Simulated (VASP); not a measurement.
# Mo (Im-3m) in VASP: a series of runs

The runs below take Mo through single point, with LDA.

Everything below comes from runs of VASP 6.6.1. Logs are shortened: lines on timing, memory, paths and dates and some standing lists are left out, and cuts for length are marked.

### 1 The undisturbed crystal

The structure is cubic, space group Im-3m (No. 229). Conventional cell: a = 3.168 Å, b = 3.168 Å, c = 3.168 Å, α = 90.00°, β = 90.00°, γ = 90.00°. Mo (site symmetry m-3m) has 8 Mo at 2.74 Å as nearest neighbours.

### 2 Single point, LDA (grid = ENCUT=400 dk=0.35 cell=2x2x2 ISMEAR=1 SIGMA=0.1 LREAL=Auto EDIFF=1e-06)

INCAR

```
PREC = Accurate
ENCUT = 400
EDIFF = 1E-6
ISMEAR = 1
SIGMA = 0.1
LREAL = Auto
LASPH = True
NELM = 120
ALGO = Fast
ISIF = 2
LWAVE = False
LCHARG = False
NBANDS = 57
```

KPOINTS

```
Automatic mesh
0
Gamma
  5 5 5
```

POSCAR

```
Mo
1.0
   -3.1676179438      3.1676179438      3.1676179438
    3.1676179438     -3.1676179438      3.1676179438
    3.1676179438      3.1676179438     -3.1676179438
Mo
7
Direct
    0.0000000000      0.0000000000      0.5000000000
    0.0000000000      0.5000000000      0.0000000000
    0.0000000000      0.5000000000      0.5000000000
    0.5000000000      0.0000000000      0.0000000000
    0.5000000000      0.0000000000      0.5000000000
    0.5000000000      0.5000000000      0.0000000000
    0.5000000000      0.5000000000      0.5000000000
```

Potentials or basis: VASP PAW LDA potentials, release 64 (Mo_sv).

Started as:

```console
$ cat potpaw_LDA.64/Mo_sv/POTCAR > POTCAR
$ mpirun -np 1 vasp_std > vasp.out
```

OUTCAR:

```text
PREC = Accurate
   ENCUT = 400
   EDIFF = 1E-6
   ISMEAR = 1
   LREAL = Auto
   LASPH = True
   NELM = 120
   ISIF = 2

 Found     10 irreducible k-points:

 Following reciprocal coordinates:
            Coordinates               Weight
  0.000000  0.000000  0.000000      1.000000
  0.200000  0.000000  0.000000     12.000000
  0.400000  0.000000  0.000000     12.000000
  0.200000  0.200000  0.000000     24.000000
  0.400000  0.200000  0.000000     24.000000
  0.200000  0.200000  0.200000      8.000000
   k-points           NKPTS =     10   k-points in BZ     NKDIM =     10   number of bands    NBANDS=     57
   number of dos      NEDOS =    301   number of ions     NIONS =      7
   total plane-waves  NPLWV =  46656
   dimension x,y,z NGX =    36 NGY =   36 NGZ =   36
   dimension x,y,z NGXF=    72 NGYF=   72 NGZF=   72
   ions per type =               7
   NGX,Y,Z   is equivalent  to a cutoff of  10.91, 10.91, 10.91 a.u.
   NGXF,Y,Z  is equivalent  to a cutoff of  21.82, 21.82, 21.82 a.u.
 SYSTEM =  unknown system
   PREC   = accura    normal or accurate (medium, high low for compatibility)
   ISTART =      0    job   : 0-new  1-cont  2-samecut
   ICHARG =      2    charge: 1-file 2-atom 10-const
   ISPIN  =      1    spin polarized calculation?
   LNONCOLLINEAR =      F non collinear calculations
   LSORBIT =      F    spin-orbit coupling
   LASPH  =      T    aspherical Exc in radial PAW
   ENCUT  =  400.0 eV  29.40 Ry    5.42 a.u.   8.95  8.95  8.95*2*pi/ulx,y,z
   NELM   =    120;   NELMIN=  2; NELMDL= -5     # of ELM steps
   EDIFF  = 0.1E-05   stopping-criterion for ELM
   LREAL  =      T    real-space projection
   EDIFFG = 0.1E-04   stopping-criterion for IOM
   NSW    =      0    number of steps for IOM
   IBRION =     -1    ionic relax: 0-MD 1-quasi-New 2-CG
   NFREE  =      0    steps in history (QN), initial steepest desc. (CG)
   ISIF   =      2    stress and relaxation
   ISYM   =      2    0-nonsym 1-usesym 2-fastsym
   POTIM  = 0.5000    time-step for ionic-motion
   TEBEG  =    0.0;   TEEND  =   0.0 temperature during run
   PSTRESS=    0.0 pullay stress
   NELECT =      98.0000    total number of electrons
   NUPDOWN=      -1.0000    fix difference up-down
   EMIN   =  10.00;   EMAX   =-10.00  energy-range for DOS
   EFERMI =   0.00;   METHOD = LEGACY
   ISMEAR =     1;   SIGMA  =   0.10  broadening in eV -4-tet -1-fermi 0-gaus
   EFERMI_NEDOS =   21; number of points for ismear=-14 and -15
   IALGO  =     68    algorithm
   IMIX   =      4    mixing-type and parameters
     AMIX     =   0.40;   BMIX     =  1.00
     AMIX_MAG =   1.60;   BMIX_MAG =  1.00
  volume/ion in A,a.u.               =      18.16       122.56
  Fermi-wavevector in a.u.,A,eV,Ry     =   1.501058  2.836588 30.656298  2.253174
  Thomas-Fermi vector in A             =   2.612478
   LORBIT       =      0    0 simple, 1 ext, 2 COOP (PROOUT), +10 PAW based schemes
   GGA     = CA    functional components
   LHFCALC =     F    Hartree Fock is set to
   AEXX    =    0.0000 exact exchange contribution
   IVDW    =     0    specifies the selected vdW correction
   LEPSILON=     F    determine dielectric tensor
   LRPA    =     F    only Hartree local field effects (RPA)
 non-spin polarized calculation
 RMM-DIIS sequential band-by-band and
 Methfessel and Paxton  Order N= 1 SIGMA  =   0.10
  energy-cutoff  :      400.00
  volume of cell :      127.13
 maximum number of plane-waves:      2342
   NGX = 17   NGY = 17   NGZ = 17

 number of electron      98.0000038 magnetization

 Free energy of the ion-electron system (eV)
  ---------------------------------------------------
  ext. energy  EPLUGINS =         0.00000000
  ---------------------------------------------------
  free energy    TOTEN  =       -80.65407349 eV

  energy without entropy =      -80.64460703  energy(sigma->0) =      -80.65091801

 E-fermi :   9.9753     XC(G=0): -12.6387

 val. band max:        9.9568781791   @ k =  -0.4000  -0.4000   0.2000
 cond. band min:       9.9849644087   @ k =   0.2000   0.0000   0.0000
 fundamental gap:      0.0280862295
 Fermi energy:         9.9753082433

 k-point     1 :       0.0000    0.0000    0.0000
  band No.  band energies     occupation
      1     -50.8118      2.00000
      2     -50.6515      2.00000
      3     -50.6515      2.00000
      4     -50.6515      2.00000
      5     -50.5026      2.00000
      6     -50.5026      2.00000
[... 49 lines left out ...]
     56      12.4709      0.00000
     57      12.4714      0.00000

 k-point     2 :       0.2000    0.0000    0.0000
  band No.  band energies     occupation
      1     -50.7928      2.00000
      2     -50.6572      2.00000
      3     -50.6516      2.00000
      4     -50.6515      2.00000
      5     -50.5034      2.00000
      6     -50.5027      2.00000
[... 49 lines left out ...]
     56      12.2156      0.00000
     57      12.2833      0.00000

 k-point     3 :       0.4000    0.0000    0.0000
  band No.  band energies     occupation
      1     -50.7456      2.00000
      2     -50.6860      2.00000
      3     -50.6517      2.00000
      4     -50.6516      2.00000
      5     -50.5029      2.00000
      6     -50.4910      2.00000
[... 49 lines left out ...]
     56      11.6480     -0.00000
     57      11.6879     -0.00000

 k-point     4 :       0.2000    0.2000    0.0000
  band No.  band energies     occupation
      1     -50.7594      2.00000
      2     -50.6672      2.00000
      3     -50.6618      2.00000
      4     -50.6497      2.00000
      5     -50.5009      2.00000
      6     -50.4989      2.00000
[... 49 lines left out ...]
     56      11.8060     -0.00000
     57      11.9057     -0.00000

 k-point     5 :       0.4000    0.2000    0.0000
  band No.  band energies     occupation
      1     -50.7172      2.00000
      2     -50.6975      2.00000
      3     -50.6663      2.00000
      4     -50.6493      2.00000
      5     -50.4973      2.00000
      6     -50.4834      2.00000
[... 49 lines left out ...]
     56      11.5741     -0.00000
     57      11.6319     -0.00000

 k-point     6 :       0.2000    0.2000    0.2000
  band No.  band energies     occupation
      1     -50.7217      2.00000
      2     -50.6797      2.00000
      3     -50.6797      2.00000
      4     -50.6594      2.00000
      5     -50.4882      2.00000
      6     -50.4882      2.00000
[... 49 lines left out ...]
     56      11.7737     -0.00000
     57      11.8152     -0.00000

 [... further k-points ...]

------------------------ aborting loop because EDIFF is reached ----------------------------------------

  FORCE on cell =-STRESS in cart. coord.  units (eV):
  Direction    XX          YY          ZZ          XY          YZ          ZX
  --------------------------------------------------------------------------------------
  -------------------------------------------------------------------------------------
  Total      -16.4344540    -16.4344540    -16.4344540      0.0000000      0.0000000     -0.0000000
  in kB     -207.1130610   -207.1130610   -207.1130610      0.0000000      0.0000000     -0.0000000
  external PRESSURE =    -207.1130610 kB  Pullay stress =       0.0000000 kB

 VOLUME and BASIS-vectors are now :
 -----------------------------------------------------------------------------
  energy-cutoff  :      400.00
  volume of cell :      127.13
      direct lattice vectors                 reciprocal lattice vectors
    -3.167617944  3.167617944  3.167617944     0.000000000  0.157847319  0.157847319
     3.167617944 -3.167617944  3.167617944     0.157847319  0.000000000  0.157847319
     3.167617944  3.167617944 -3.167617944     0.157847319  0.157847319  0.000000000

 POSITION                                       TOTAL-FORCE (eV/Angst)
 -----------------------------------------------------------------------------------
      1.58381      1.58381     -1.58381         0.000000     -0.000000      0.000000
      1.58381     -1.58381      1.58381        -0.000000      0.000000      0.000000
      3.16762      0.00000      0.00000        -0.000000      0.000000     -0.000000
     -1.58381      1.58381      1.58381        -0.000000     -0.000000      0.000000
      0.00000      3.16762      0.00000        -0.000000     -0.000000     -0.000000
      0.00000      0.00000      3.16762         0.000000     -0.000000     -0.000000
      1.58381      1.58381      1.58381         0.000000      0.000000      0.000000
 -----------------------------------------------------------------------------------
    total drift:                                0.000000      0.000000      0.000000

  FREE ENERGIE OF THE ION-ELECTRON SYSTEM (eV)
  ---------------------------------------------------
  free  energy   TOTEN  =       -80.6540734928 eV

  energy  without entropy=      -80.6446070295  energy(sigma->0) =      -80.65091801
```

Wall time 2.8 min (1 thread of Intel Xeon Platinum 8375C at 2.90GHz (Ice Lake), shared host); peak memory 0.18 GiB.

The run converged, but some of its settings lie outside the range that counts as converged, so its numbers aren't taken as properties of the crystal.

Results:

| Item | Value |
| --- | --- |
| Free energy | -80.6541 eV |
| Pressure | -20.7 GPa |
| Band gap on the k mesh | none (metal or under the smearing width) |

### 3 Single point, LDA (grid = ENCUT=460 dk=0.35 cell=2x2x2 ISMEAR=1 SIGMA=0.1 LREAL=Auto EDIFF=1e-06)

Changes to INCAR since step 2:

```diff
@@ -1,3 +1,3 @@
 PREC = Accurate
-ENCUT = 400
+ENCUT = 460
 EDIFF = 1E-6
```

KPOINTS is that of step 2.

POSCAR is that of step 2.

Potentials or basis: VASP PAW LDA potentials, release 64 (Mo_sv).

Started as:

```console
$ cat potpaw_LDA.64/Mo_sv/POTCAR > POTCAR
$ mpirun -np 1 vasp_std > vasp.out
```

Wall time 3.5 min (1 thread of Intel Xeon Platinum 8375C at 2.90GHz (Ice Lake), shared host); peak memory 0.2 GiB.

The run converged, but some of its settings lie outside the range that counts as converged, so its numbers aren't taken as properties of the crystal.

What came out:

```yaml
Free_energy: -80.6641 eV
Pressure: -20.3 GPa
Band_gap_on_the_k_mesh: none (metal or under the smearing width)
```

### 4 Single point, LDA (grid = ENCUT=520 dk=0.35 cell=2x2x2 ISMEAR=1 SIGMA=0.1 LREAL=Auto EDIFF=1e-06)

Changes to INCAR since step 3:

```diff
@@ -1,3 +1,3 @@
 PREC = Accurate
-ENCUT = 460
+ENCUT = 520
 EDIFF = 1E-6
```

KPOINTS is that of step 3.

POSCAR is that of step 3.

Started as:

```console
$ cat potpaw_LDA.64/Mo_sv/POTCAR > POTCAR
$ mpirun -np 1 vasp_std > vasp.out
```

It took 4.7 min on 1 thread of Intel Xeon Platinum 8375C at 2.90GHz (Ice Lake), shared host; peak memory 0.23 GiB.

The run converged, but some of its settings lie outside the range that counts as converged, so its numbers aren't taken as properties of the crystal.

What came out:

```yaml
Free_energy: -80.6617 eV
Pressure: -20.2 GPa
Band_gap_on_the_k_mesh: none (metal or under the smearing width)
```

### 5 The reference run

An earlier run on the cell as given: functional PBE; potentials or basis VASP PAW PBE potentials, release 64 (Mo_sv); cutoff 520 eV; k mesh 12 × 12 × 12; occupations fermi-dirac, width 0.05 eV; no spin polarisation.

- Pressure: -1.4 GPa
- Band gap on the k mesh: none (metal or under the smearing width)
